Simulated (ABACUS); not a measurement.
The system is PbO.

```xyz
8
Lattice="5.8760 0.0000 0.0000 0.0000 5.4760 0.0000 0.0000 0.0000 4.7430" Properties=species:S:1:pos:R:3 pbc="T T T"
Pb    4.5186    2.8147    1.1858
Pb    1.3574    2.6613    3.5573
Pb    4.5186    5.3993    3.5573
Pb    1.3574    0.0767    1.1858
O     0.7756    3.1870    1.1858
O     5.1004    2.2890    3.5573
O     0.7756    5.0270    3.5573
O     5.1004    0.4490    1.1858
```

```yaml
Program: ABACUS 3.10.1
Task: relaxation of cell and atoms
Functional: PBE
Potentials_or_basis: PseudoDojo NC SR 0.4.1 PBE standard
Cutoff: 1361 eV
Density_cutoff: 5442 eV
Basis: DZP LCAO (the cutoffs set its grid)
k_mesh: 4 × 4 × 4
Occupations: fermi-dirac, width 0.05 eV
Spin: no spin polarisation
```

At the start: pressure 5.5 GPa; volume 19.08 Å³/atom.

Problem. Where does the relaxation end?

Solution. Over 30 steps the energy falls by 69.6 meV/atom and the volume is 20.91 Å³/atom (+9.6 %); space group Pbcm (No. 57, to 0.05 Å).

Step by step:
```
step  energy change (eV)  largest force (eV/Å)  pressure (GPa)  volume (Å³)
   1              0.0000                1.2519            5.46       152.62
   2             -0.1410                1.4279           -4.48       167.82
   3             -0.3373                0.8391           -0.93       160.46
   4             -0.4547                0.4075            0.46       160.03
   5             -0.4723                0.2360            1.37       159.79
   6             -0.5047                0.1982            0.88       161.68
   7             -0.5446                0.1003           -0.42       167.39
   8             -0.5503                0.0684            0.04       166.96
   9             -0.5509                0.0833            0.25       166.76
  10             -0.5534                0.0355            0.03       167.24
  11             -0.5535                0.0384           -0.03       167.37
  12             -0.5540                0.0380           -0.01       167.35
  13             -0.5549                0.0391            0.03       167.30
  14             -0.5554                0.0142           -0.02       167.41
  15             -0.5554                0.0124           -0.03       167.43
  16             -0.5555                0.0122           -0.01       167.39
  17             -0.5558                0.0127            0.04       167.29
  18             -0.5559                0.0168           -0.03       167.41
  19             -0.5559                0.0208           -0.05       167.45
  20             -0.5560                0.0172           -0.02       167.41
  21             -0.5562                0.0266            0.06       167.30
  22             -0.5564                0.0235            0.04       167.36
  23             -0.5565                0.0156           -0.02       167.51
  24             -0.5566                0.0136           -0.02       167.48
  25             -0.5568                0.0091           -0.01       167.40
  26             -0.5568                0.0094            0.02       167.34
  27             -0.5569                0.0111            0.03       167.29
  28             -0.5569                0.0089           -0.03       167.37
  29             -0.5569                0.0091           -0.02       167.36
  30             -0.5569                0.0060           -0.01       167.30
```

Final structure:
```yaml
crystal:
  lattice:
    - [6.13433, 0.00000, 0.00000]
    - [0.00000, 5.49451, 0.00000]
    - [0.00000, 0.00000, 4.96373]
  atoms:
    - { symbol: Pb, position: [0.77592, 0.49171, 0.25000] }
    - { symbol: Pb, position: [0.22408, 0.50829, 0.75000] }
    - { symbol: Pb, position: [0.77592, 0.00829, 0.75000] }
    - { symbol: Pb, position: [0.22408, 0.99171, 0.25000] }
    - { symbol: O, position: [0.14523, 0.57194, 0.25000] }
    - { symbol: O, position: [0.85477, 0.42806, 0.75000] }
    - { symbol: O, position: [0.14523, 0.92806, 0.75000] }
    - { symbol: O, position: [0.85477, 0.07194, 0.25000] }
```

Caveat: the atomic orbitals were generated for these runs and aren't a published set; the basis of atomic orbitals isn't converged, which shifts pressures, moduli and gaps.
